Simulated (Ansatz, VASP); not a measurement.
**One calculation of HfN, two programs**

```xyz
2
Lattice="0.0000 2.2409 2.2409 2.2409 0.0000 2.2409 2.2409 2.2409 0.0000" Properties=species:S:1:pos:R:3 pbc="T T T"
Hf    0.0000    0.0000    0.0000
N     2.2409    2.2409    2.2409
```

Alike in both runs: task single point; functional PBE; k mesh 9 × 9 × 9; no spin polarisation.

```csv
,VASP,Ansatz
version,VASP 6.6.1,Ansatz 0.2.0
potentials or method,"VASP PAW PBE potentials, release 64 (Hf_pv, N)","plane waves, PAW"
plane-wave cutoff (eV),520,500
occupations,"methfessel-paxton of order 1, width 0.1 eV","cold, width 0.1 eV"
valence electrons in the cell,15,31
```

|  | VASP | Ansatz | Ansatz less VASP |
| --- | --- | --- | --- |
| pressure (GPa) | 10.2 | 12.7 | +2.42 |

The two sets of potentials don't hold the same shells in valence.

The runs have no spin-orbit coupling, so splittings on Hf are missing.
